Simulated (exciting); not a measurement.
# ZnSe (Stilleite) (F-43m) in exciting: settings compared

The runs below take ZnSe (Stilleite) through single point, with PBE, LDA.

Program: exciting (release sodium). These are calculated values, not measurements. Logs are shortened: lines on timing, memory, paths and dates and some standing lists are left out, and cuts for length are marked.

**Measured values to compare with.**

From “Alloy Disordering Effects on the Thermal Conductivity and Energy Gap Temperature Dependence of Cd1−xZnxSe Ternary Crystals Grown by the Bridgman Method”, 2023, pmc:10253836, for a bulk crystal of ZnSe at 300 K: band gap 2.695 ± 0.003 eV (an exciton energy, a little under the gap).

How close the calculation comes is told below.

## Step 1: The crystal as given

Symmetry: F-43m, No. 216, cubic system. Conventional cell: a = 5.668 Å, b = 5.668 Å, c = 5.668 Å, α = 90.00°, β = 90.00°, γ = 90.00°. Se (site symmetry -43m) is surrounded by 4 Zn at 2.45 Å. Zn (site symmetry -43m) has 4 Se at 2.45 Å as nearest neighbours.

## Step 2: Single point, PBE

File input.xml:

```xml
<input>
  <title>ZnSe</title>
  <structure speciespath="./" tshift="false">
    <crystal scale="1">
      <basevect>0.000000000000 5.355105891965 5.355105891965</basevect>
      <basevect>5.355105891965 0.000000000000 5.355105891965</basevect>
      <basevect>5.355105891965 5.355105891965 0.000000000000</basevect>
    </crystal>
    <species speciesfile="Se.xml" rmt="2">
      <atom coord="0.750000000000 0.750000000000 0.750000000000"/>
    </species>
    <species speciesfile="Zn.xml" rmt="2">
      <atom coord="0.000000000000 0.000000000000 0.000000000000"/>
    </species>
  </structure>
  <groundstate do="fromscratch" ngridk="8 8 8" rgkmax="9" gmaxvr="14" lmaxapw="10" lmaxmat="10" lmaxvr="8" xctype="GGA_PBE" stype="Gaussian" swidth="0.00040424" nempty="10" ValenceRelativity="iora*" epsengy="1e-05" epspot="1e-05" maxscl="60" tforce="true" outputlevel="normal"/>
</input>
```

Potentials or basis: all-electron LAPW+lo, shipped species files, valence relativity iora*.

Command:

```console
$ OMP_NUM_THREADS=1 exciting_smp
```

INFO.OUT:

```text
================================================================================
EXCITING SODIUM started
[... 10 lines left out ...]

 Lattice vectors (cartesian) :
      0.0000000000      5.3551058920      5.3551058920
      5.3551058920      0.0000000000      5.3551058920
      5.3551058920      5.3551058920      0.0000000000

 Reciprocal lattice vectors (cartesian) :
     -0.5866536941      0.5866536941      0.5866536941
      0.5866536941     -0.5866536941      0.5866536941
      0.5866536941      0.5866536941     -0.5866536941

 Unit cell volume                           :     307.1384474741
 Brillouin zone volume                      :       0.8076169411

 Species :    1 (Se)
     parameters loaded from                 :    Se.xml
     name                                   :    selenium
     nuclear charge                         :     -34.00000000
     electronic charge                      :      34.00000000
     atomic mass                            :  143935.27480000
     muffin-tin radius                      :       2.00000000
     # of radial points in muffin-tin       :     350

     atomic positions (lattice) :
       1 :   0.75000000  0.75000000  0.75000000

 Species :    2 (Zn)
     parameters loaded from                 :    Zn.xml
     name                                   :    zinc
     nuclear charge                         :     -30.00000000
     electronic charge                      :      30.00000000
     atomic mass                            :  119198.67800000
     muffin-tin radius                      :       2.00000000
     # of radial points in muffin-tin       :     350

     atomic positions (lattice) :
       1 :   0.00000000  0.00000000  0.00000000

 Total number of atoms per unit cell        :       2

 Spin treatment                             :    spin-unpolarised

 Number of Bravais lattice symmetries       :      48
 Number of crystal symmetries               :      24

 k-point grid                               :       8    8    8
 Total number of k-points                   :      43
 k-point set is reduced with crystal symmetries

 R^MT_min * |G+k|_max (rgkmax)              :       9.00000000
 Species with R^MT_min                      :       1 (Se)
 Maximum |G+k| for APW functions            :       4.50000000
 Maximum |G| for potential and density      :      14.00000000

 G-vector grid sizes                        :      36    36    36
 Total number of G-vectors                  :   14211

 Maximum angular momentum used for
     APW functions                          :      10
     computing H and O matrix elements      :      10
     potential and density                  :       8
     inner part of muffin-tin               :       2

 Total nuclear charge                       :     -64.00000000
 Total electronic charge                    :      64.00000000
 Total core charge                          :      30.00000000
 Total valence charge                       :      34.00000000

 Number of empty states                     :      10
 Total number of valence states             :      28

 Maximum Hamiltonian size                   :     515
 Maximum number of plane-waves              :     489
 Total number of local-orbitals             :      26

 Exchange-correlation type                  :      20
     Perdew-Burke-Ernzerhof, Phys. Rev. Lett. 77, 3865 (1996)
     Generalised gradient approximation (GGA)

 Smearing scheme                            :    Gaussian
 Smearing width                             :       0.00040424

 Using multisecant Broyden potential mixing
[... 16 lines left out ...]
+ SCF iteration number :    1                                                  +
++++++++++++++++++++++++++++++++++++++++++++++++++++++++++++++++++++++++++++++++
 Total energy                               :     -4225.88969831
 _______________________________________________________________
 Fermi energy                               :         0.15905667
 Kinetic energy                             :      4317.67644625
 Coulomb energy                             :     -8383.87549419
 Exchange energy                            :      -156.57620686
 Correlation energy                         :        -3.11444351

 DOS at Fermi energy (states/Ha/cell)       :         0.00000000

 Electron charges :
     core                                   :        30.00000000
     core leakage                           :         0.00166434
     valence                                :        34.00000000
     interstitial                           :         4.57258486
     charge in muffin-tin spheres :
                  atom     1    Se          :        31.42711862
                  atom     2    Zn          :        28.00029651
     total charge in muffin-tins            :        59.42741514
     total charge                           :        64.00000000

 Estimated fundamental gap                  :         0.05687819
        valence-band maximum at    1      0.0000  0.0000  0.0000
     conduction-band minimum at    1      0.0000  0.0000  0.0000

++++++++++++++++++++++++++++++++++++++++++++++++++++++++++++++++++++++++++++++++
+ SCF iteration number :    2                                                  +
++++++++++++++++++++++++++++++++++++++++++++++++++++++++++++++++++++++++++++++++
 Total energy                               :     -4227.19877137
 _______________________________________________________________
 Fermi energy                               :         0.16123338
 Kinetic energy                             :      4317.19356273
 Coulomb energy                             :     -8384.62517897
 Exchange energy                            :      -156.65108616
 Correlation energy                         :        -3.11606897

 DOS at Fermi energy (states/Ha/cell)       :         0.00000000

 Electron charges :
     core                                   :        30.00000000
     core leakage                           :         0.00165354
     valence                                :        34.00000000
     interstitial                           :         4.58028302
     charge in muffin-tin spheres :
                  atom     1    Se          :        31.34044431
                  atom     2    Zn          :        28.07927267
     total charge in muffin-tins            :        59.41971698
     total charge                           :        64.00000000
[... 505 lines left out ...]
++++++++++++++++++++++++++++++++++++++++++++++++++++++++++++++++++++++++++++++++
+ SCF iteration number :   18                                                  +
++++++++++++++++++++++++++++++++++++++++++++++++++++++++++++++++++++++++++++++++
 Total energy                               :     -4226.40372392
 _______________________________________________________________
 Fermi energy                               :         0.16414973
 Kinetic energy                             :      4317.32877418
 Coulomb energy                             :     -8383.99313611
 Exchange energy                            :      -156.62290333
 Correlation energy                         :        -3.11645866

 DOS at Fermi energy (states/Ha/cell)       :         0.00000000

 Electron charges :
     core                                   :        30.00000000
     core leakage                           :         0.00164837
     valence                                :        34.00000000
     interstitial                           :         4.61301543
     charge in muffin-tin spheres :
                  atom     1    Se          :        31.27171803
                  atom     2    Zn          :        28.11526654
     total charge in muffin-tins            :        59.38698457
     total charge                           :        64.00000000

 Estimated fundamental gap                  :         0.04731604
        valence-band maximum at    1      0.0000  0.0000  0.0000
     conduction-band minimum at    1      0.0000  0.0000  0.0000

 RMS change in effective potential (target) :  0.189689E-09  ( 0.100000E-04)
 Absolute change in total energy   (target) :  0.113304E-06  ( 0.100000E-04)
 Charge distance                   (target) :  0.137797E-09  ( 0.100000E-04)
 Abs. change in max-nonIBS-force   (target) :   0.00000      ( 0.500000E-04)

++++++++++++++++++++++++++++++++++++++++++++++++++++++++++++++++++++++++++++++++
| Convergency criteria checked for the last 2 iterations                       +
| Convergence targets achieved. Performing final SCF iteration                 +
++++++++++++++++++++++++++++++++++++++++++++++++++++++++++++++++++++++++++++++++
 Total energy                               :     -4226.40372391
 _______________________________________________________________
 Fermi energy                               :         0.16414973
 Kinetic energy                             :      4317.32877419
 Coulomb energy                             :     -8383.99313610
 Exchange energy                            :      -156.62290333
 Correlation energy                         :        -3.11645866

 DOS at Fermi energy (states/Ha/cell)       :         0.00000000

 Electron charges :
     core                                   :        30.00000000
     core leakage                           :         0.00164837
     valence                                :        34.00000000
     interstitial                           :         4.61301543
     charge in muffin-tin spheres :
                  atom     1    Se          :        31.27171803
                  atom     2    Zn          :        28.11526654
     total charge in muffin-tins            :        59.38698457
     total charge                           :        64.00000000

 Estimated fundamental gap                  :         0.04731604
        valence-band maximum at    1      0.0000  0.0000  0.0000
     conduction-band minimum at    1      0.0000  0.0000  0.0000

++++++++++++++++++++++++++++++++++++++++++++++++++++++++++++++++++++++++++++++++
+ Self-consistent loop stopped                                                 +
++++++++++++++++++++++++++++++++++++++++++++++++++++++++++++++++++++++++++++++++
 STATE.OUT is written

--------------------------------------------------------------------------------
- Writing atomic positions and forces                                          -
--------------------------------------------------------------------------------

 Atomic positions (lattice) :
 atom     1  Se  :     0.75000000    0.75000000    0.75000000
 atom     2  Zn  :     0.00000000    0.00000000    0.00000000

 Total atomic forces including IBS (cartesian) :
 atom     1  Se  :     0.00000000    0.00000000    0.00000000
 atom     2  Zn  :    -0.00000000   -0.00000000   -0.00000000

 Atomic force components including IBS (cartesian) :
 atom     1  Se  :     0.00000000    0.00000000   -0.00000000   HF force
                 :    -0.00000000    0.00000000    0.00000000   core correction
                 :     0.00000000   -0.00000000    0.00000000   IBS correction
 atom     2  Zn  :    -0.00000000   -0.00000000    0.00000000   HF force
                 :     0.00000000   -0.00000000   -0.00000000   core correction
                 :    -0.00000000    0.00000000   -0.00000000   IBS correction

********************************************************************************
* Groundstate module stopped                                                   *
********************************************************************************

================================================================================
| EXCITING SODIUM stopped                                                      =
================================================================================
```

Wall time 4.7 min (1 thread of Arm Neoverse V1, shared host); peak memory 0.14 GiB.

What came out:

```yaml
Free_energy: -115006.3042 eV
Band_gap_on_the_k_mesh: 1.29 eV, direct
All_electrons_inside_the_program's_atomic_spheres: Se 31.27; Zn 28.12 (radii Se 2.0, Zn 2.0 bohr)
```

## Step 3: Single point, LDA

File input.xml:

```xml
<input>
  <title>ZnSe</title>
  <structure speciespath="./" tshift="false">
    <crystal scale="1">
      <basevect>0.000000000000 5.355105891965 5.355105891965</basevect>
      <basevect>5.355105891965 0.000000000000 5.355105891965</basevect>
      <basevect>5.355105891965 5.355105891965 0.000000000000</basevect>
    </crystal>
    <species speciesfile="Se.xml" rmt="2">
      <atom coord="0.750000000000 0.750000000000 0.750000000000"/>
    </species>
    <species speciesfile="Zn.xml" rmt="2">
      <atom coord="0.000000000000 0.000000000000 0.000000000000"/>
    </species>
  </structure>
  <groundstate do="fromscratch" ngridk="5 5 5" rgkmax="8" gmaxvr="14" lmaxapw="10" lmaxmat="10" lmaxvr="8" xctype="LDA_PW" stype="Gaussian" swidth="0.00183747" nempty="10" ValenceRelativity="iora*" epsengy="1e-05" epspot="1e-05" maxscl="60" tforce="true" outputlevel="high"/>
  <properties>
    <chargedensityplot>
      <plot3d>
        <box grid="21 21 21">
          <origin coord="0 0 0"/>
          <point coord="1 0 0"/>
          <point coord="0 1 0"/>
          <point coord="0 0 1"/>
        </box>
      </plot3d>
    </chargedensityplot>
    <elfplot>
      <plot3d>
        <box grid="21 21 21">
          <origin coord="0 0 0"/>
          <point coord="1 0 0"/>
          <point coord="0 1 0"/>
          <point coord="0 0 1"/>
        </box>
      </plot3d>
    </elfplot>
    <exccplot>
      <plot3d>
        <box grid="21 21 21">
          <origin coord="0 0 0"/>
          <point coord="1 0 0"/>
          <point coord="0 1 0"/>
          <point coord="0 0 1"/>
        </box>
      </plot3d>
    </exccplot>
  </properties>
</input>
```

Potentials or basis: all-electron LAPW+lo, shipped species files, valence relativity iora*.

Command:

```console
$ OMP_NUM_THREADS=2 exciting_smp
```

Run time: 49 s. Hardware: 2 threads of Intel Xeon Platinum 8375C at 2.90GHz (Ice Lake), shared host; peak memory 0.14 GiB.

Results (log left out):

| Property | Result |
| --- | --- |
| Free energy | -114847.6578 eV |
| Band gap on the k mesh | 1.02 eV, direct |
| All electrons inside the program's atomic spheres | Se 31.27; Zn 28.12 (radii Se 2.0, Zn 2.0 bohr) |

Levels at points of the mesh, in eV from the valence-band top:
```tsv
k point	band 13	band 14	band 15	band 16	band 17	band 18	band 19	band 20	band 21	band 22
(0.00, 0.00, 0.00)	-6.32	-6.32	0.00	0.00	0.00	1.02	5.71	5.71	5.71	9.63
```

Caveat: rgkmax is low for these elements, so energy differences scatter by about 1 meV per atom.

## Step 4: Against experiment

Step 2. A measured gap of ZnSe is 2.695 eV (an exciton energy, a little under the gap; 300 K; “Alloy Disordering Effects on the Thermal Conductivity and Energy Gap Temperature Dependence of Cd1−xZnxSe Ternary Crystals Grown by the Bridgman Method”, 2023, pmc:10253836); the calculated 1.29 eV misses it by -1.41 eV. So large a miss can be the level of theory's own, or it may mean another phase, state or a wrong row. Spin-orbit coupling on Se is left out. The value is that of PBE, without temperature or zero-point motion. Semilocal functionals fall short of measured gaps as a rule.

Step 3. Against the measured gap of ZnSe, 2.695 eV (an exciton energy, a little under the gap; 300 K; “Alloy Disordering Effects on the Thermal Conductivity and Energy Gap Temperature Dependence of Cd1−xZnxSe Ternary Crystals Grown by the Bridgman Method”, 2023, pmc:10253836), the calculated 1.02 eV is off by -1.67 eV. So large a miss can be the level of theory's own, or it may mean another phase, state or a wrong row. Spin-orbit coupling on Se is left out. The value is that of LDA, without temperature or zero-point motion. Semilocal functionals fall short of measured gaps as a rule.
